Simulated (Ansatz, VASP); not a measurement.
Given: the input of a run of VASP 6.6.1 on KCl.

Contents of INCAR:

```
SYSTEM = KCl
PREC = Accurate
ENCUT = 520
EDIFF = 1E-7
ISMEAR = -1
SIGMA = 0.05
LREAL = .False.
LASPH = .True.
NELM = 100
ALGO = Normal
ISIF = 2
LWAVE = .False.
LCHARG = .False.
GGA = PS
NBANDS = 15
```

Contents of KPOINTS:

```
Automatic mesh
0
Gamma
  7 7 7
  0 0 0
```

The input POSCAR:

```
KCl
1.0
    3.8897175305      0.0000000000      0.0000000000
    0.0000000000      3.8897175305      0.0000000000
    0.0000000000      0.0000000000      3.8897175305
K Cl
1 1
Direct
    0.0000000000      0.0000000000      0.0000000000
    0.5000000000      0.5000000000      0.5000000000
```

Potentials or basis: VASP PAW PBE potentials, release 64 (K_sv, Cl).

Command:

```sh
$ cat potpaw_PBE.64/K_sv/POTCAR potpaw_PBE.64/Cl/POTCAR > POTCAR
$ mpirun -np 1 vasp_std > vasp.out
```

Question: Set up the same calculation for Ansatz 0.2.0. Potentials there: Ansatz PAW.

Answer: As run (the cutoff follows the program's own potentials):

File input.yaml:

```yaml
crystal:
  lattice:
    - [3.8897175305, 0.0, 0.0]
    - [0.0, 3.8897175305, 0.0]
    - [0.0, 0.0, 3.8897175305]
  atoms:
    - { symbol: K, position: [0.0, 0.0, 0.0] }
    - { symbol: Cl, position: [0.5, 0.5, 0.5] }
hamiltonian:
  xc: pbesol
  pseudopotentials: { kind: paw }
kpoints:
  mp_grid: { grid: [7, 7, 7] }
scf:
  occupations: { method: fermi_dirac, width: 0.05 }
output:
  forces: true
  stress: true
  eigenvalues: true
```

Potentials or basis: Ansatz PAW.

Run with:

```console
$ ansatz run input.yaml --threads 1 --pin off --max-ram 3584MiB --backend cpu --events-out ev --progress --plain --runs-dir out
```

Both were run:

|  | VASP | Ansatz | Ansatz less VASP |
| --- | --- | --- | --- |
| gap on the k mesh at the Fermi level (eV) | 4.49 | 4.49 | +0.003 |
| least direct gap on the mesh (eV) | 4.67 | 4.67 | +0.002 |
| pressure (GPa) | -1.9 | -1.9 | -0.01 |

Caveats: the PAW data sets were made with another functional, which shifts forces and pressure a little (VASP); an odd mesh through Γ misses points on the zone boundary, where band edges often lie (VASP); odd divisions of the mesh miss points on the zone boundary, where band edges often lie, so the gap on the mesh can be too wide (Ansatz); the PAW data sets come from PBE, with cores solved anew for the run's functional, which leaves a small shift of forces and pressure (Ansatz).
